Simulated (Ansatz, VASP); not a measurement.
## Two plane-wave programs on InAs

The input INCAR:

```
SYSTEM = InAs
AGGAC = 1.0
AGGAX = 1.0
ALDAC = 0.0
ALDAX = 1.0
ALGO = Normal
EDIFF = 1E-6
ENCUT = 520
GGA = B5
ISIF = 2
ISMEAR = 0
LASPH = .TRUE.
LCHARG = .FALSE.
LREAL = .FALSE.
LWAVE = .FALSE.
NBANDS = 16
NELM = 60
PREC = Accurate
SIGMA = 0.05
```

KPOINTS

```
k-points
0
G
  6 6 6
  0 0 0
```

The input POSCAR:

```
InAs
1.0
    0.0000000000      3.0240000793      3.0240000793
    3.0240000793      0.0000000000      3.0240000793
    3.0240000793      3.0240000793      0.0000000000
In As
1 1
Direct
    0.0000000000      0.0000000000      0.0000000000
    0.7500000000      0.7500000000      0.7500000000
```

Input for Ansatz:

```yaml
crystal:
  lattice:
    - [0.0, 3.0240000793, 3.0240000793]
    - [3.0240000793, 0.0, 3.0240000793]
    - [3.0240000793, 3.0240000793, 0.0]
  atoms:
    - { symbol: In, position: [0.0, 0.0, 0.0] }
    - { symbol: As, position: [0.75, 0.75, 0.75] }
basis:
  ecutwfc: 420
  ecutrho_ratio: 4
kpoints:
  mp_grid: { grid: [6, 6, 6] }
hamiltonian:
  xc: blyp
scf:
  occupations: { method: gaussian, width: 0.05 }
output:
  forces: true
  stress: true
  eigenvalues: true
```

Alike in both runs: task single point; functional BLYP; k mesh 6 × 6 × 6; occupations gaussian, width 0.05 eV; no spin polarisation.

|  | VASP | Ansatz |
| --- | --- | --- |
| version | VASP 6.6.1 | Ansatz 0.2.0 |
| potentials or method | VASP PAW PBE potentials, release 64 (In_d, As) | scalar-relativistic, plane waves, PAW |
| plane-wave cutoff (eV) | 520 | 420 |
| valence electrons in the cell | 18 | 28 |

```tsv
	VASP	Ansatz	Ansatz less VASP
gap on the k mesh at the Fermi level (eV)	none	none	-
pressure (GPa)	7.3	7.1	-0.18
```

A gap of «none» marks a metal or a gap that the smearing closes. The two sets of potentials don't hold the same shells in valence.

Caveats: the PAW data sets were made with another functional, which shifts forces and pressure a little (VASP).
